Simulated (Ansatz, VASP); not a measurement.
**Ag in VASP and in Ansatz**

```xyz
2
Lattice="2.8672 0.0000 0.0000 -1.4336 2.4830 0.0000 0.0000 0.0000 4.6366" Properties=species:S:1:pos:R:3 pbc="T T T"
Ag    0.0000    1.6554    1.1591
Ag    1.4336    0.8277    3.4774
```

Alike in both runs: task single point; functional RPBE; k mesh 14 × 14 × 8; occupations fermi-dirac, width 0.1 eV; no spin polarisation.

```csv
,VASP,Ansatz
version,VASP 6.6.1,Ansatz 0.2.0
potentials or method,"VASP PAW PBE potentials, release 64 (Ag)","plane waves (420 eV) with PAW, scalar-relativistic"
plane-wave cutoff (eV),520,420
valence electrons in the cell,22,38
```

Ansatz gave:

```
pressure (GPa)                                  : 13.6
largest component of the traceless stress (GPa) : 0.90
```

**Question.** Estimate VASP's values.

**Answer.** Pressure (GPa): 13.4; largest component of the traceless stress (GPa): 0.88.

The two sets of potentials don't hold the same shells in valence.

Caveats: the PAW data sets were made with another functional, which shifts forces and pressure a little (VASP).
